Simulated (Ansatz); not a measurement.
**Ta2Si: convergence and cost**

Aim, for Ta2Si: relax the cell with several choices of dispersion correction.

Computed with Ansatz 0.2.0 (DFT r2SCAN, scalar-relativistic, plane waves, PAW for the base; runs at other levels say so in their headings and inputs, unless a step's input says otherwise).

1 further run of the same task is left out (set aside as unsound or not needed). Runs told in other sessions of the task aren't counted.

## 1. Starting point

It takes space group I4/mcm (No. 140, tetragonal). Conventional cell: a = 6.176 Å, b = 6.176 Å, c = 5.047 Å, α = 90.00°, β = 90.00°, γ = 90.00°. Ta (site symmetry m2m) has 4 Si at 2.63 Å and 3 Ta at 2.86 to 2.94 Å in its first shell of neighbours. Si (site symmetry 422) has 2 Si at 2.52 Å and 8 Ta at 2.63 Å in its first shell of neighbours.

Coordinates:

```
CELL_PARAMETERS angstrom
-3.08776 3.08776 2.52364
3.08776 -3.08776 2.52364
3.08776 3.08776 -2.52364
ATOMIC_POSITIONS crystal
Ta 0.66359 0.83641 0.50000
Ta 0.83641 0.33641 0.17281
Ta 0.33641 0.16359 0.50000
Ta 0.16359 0.66359 0.82719
Si 0.25000 0.25000 0.00000
Si 0.75000 0.75000 0.00000
```

Source of the structure: the Materials Project (structure only). It is taken as it stands there.

## 2. The base run, which the others are set against

File input.yaml:

```yaml
crystal:
  lattice:
    - [-3.0877629443, 3.0877629443, 2.5236412193]
    - [3.0877629443, -3.0877629443, 2.5236412193]
    - [3.0877629443, 3.0877629443, -2.5236412193]
  atoms:
    - { symbol: Ta, position: [0.66359321, 0.83640679, 0.5] }
    - { symbol: Ta, position: [0.83640679, 0.33640679, 0.17281358] }
    - { symbol: Ta, position: [0.33640679, 0.16359321, 0.5] }
    - { symbol: Ta, position: [0.16359321, 0.66359321, 0.82718642] }
    - { symbol: Si, position: [0.25, 0.25, 0.0] }
    - { symbol: Si, position: [0.75, 0.75, 0.0] }
basis:
  ecutwfc: 500
kpoints:
  mp_grid: { grid: [10, 10, 10] }
hamiltonian:
  xc: r2scan
scf:
  occupations: { method: gaussian, width: 0.1 }
output:
  forces: true
  stress: true
  eigenvalues: true
  populations: true
  write_density: true
  write_potential: true
  elf: true
  volumetric_format: npy
```

It was run beforehand and gave: -6843.1790 eV/atom at zero smearing, pressure -0.46 GPa, largest force 0.000 eV/Å, no gap on the mesh, in 6 SCF cycles and 34 s.

## 3. Relaxing with dispersion correction D3(BJ)

File input.yaml:

```yaml
crystal:
  lattice:
    - [-3.0877629443, 3.0877629443, 2.5236412193]
    - [3.0877629443, -3.0877629443, 2.5236412193]
    - [3.0877629443, 3.0877629443, -2.5236412193]
  atoms:
    - { symbol: Ta, position: [0.66359321, 0.83640679, 0.5] }
    - { symbol: Ta, position: [0.83640679, 0.33640679, 0.17281358] }
    - { symbol: Ta, position: [0.33640679, 0.16359321, 0.5] }
    - { symbol: Ta, position: [0.16359321, 0.66359321, 0.82718642] }
    - { symbol: Si, position: [0.25, 0.25, 0.0] }
    - { symbol: Si, position: [0.75, 0.75, 0.0] }
basis:
  ecutwfc: 500
kpoints:
  mp_grid: { grid: [10, 10, 10] }
hamiltonian:
  xc: r2scan
  dispersion: d3bj
scf:
  occupations: { method: gaussian, width: 0.1 }
output:
  forces: true
  stress: true
  eigenvalues: true
relax:
  adjacent_minimum: "off"
  f_tol: 0.01
  max_steps: 60
  cell: { stress_tol: 0.05 }
```

Command:

```sh
$ ansatz run input.yaml --threads 1 --pin off --max-ram 2560MiB --backend cpu --events-out ev --progress --plain --runs-dir out
```

## 4. Relaxing with dispersion correction D3(BJ)+ATM

Changes to input.yaml since step 3:

```diff
@@ -18,3 +18,3 @@
   xc: r2scan
-  dispersion: d3bj
+  dispersion: d3bjatm
 scf:
@@ -25,2 +25,6 @@
   eigenvalues: true
+  write_density: true
+  write_potential: true
+  elf: true
+  volumetric_format: npy
 relax:
```

## 5. Relaxing with dispersion correction D4

Changes to input.yaml since step 4:

```diff
@@ -18,3 +18,3 @@
   xc: r2scan
-  dispersion: d3bjatm
+  dispersion: d4
 scf:
@@ -25,6 +25,2 @@
   eigenvalues: true
-  write_density: true
-  write_potential: true
-  elf: true
-  volumetric_format: npy
 relax:
```

## 6. Relaxation, dispersion correction: r2SCAN, rVV10

Changes to input.yaml since step 5:

```diff
@@ -18,3 +18,3 @@
   xc: r2scan
-  dispersion: d4
+  dispersion: rvv10
 scf:
```

(Steps that only read results are left out.)

Q: Predict the outcome of the series: the values and the trend.

The runs gave:

```
                                         quantity                                                                                                                                value
relaxed volume by dispersion correction (Å³/atom)  r2SCAN, none: 16.01; r2SCAN, D3(BJ): 15.80; r2SCAN, D3(BJ)+ATM: 15.89; r2SCAN, D4: 15.93; r2SCAN, none: 16.01; r2SCAN, rVV10: 15.91
```

The relaxed volumes span 1.3 %, from r2SCAN, D3(BJ) (smallest) to r2SCAN, none (largest). The runs treat Ta without spin-orbit coupling.
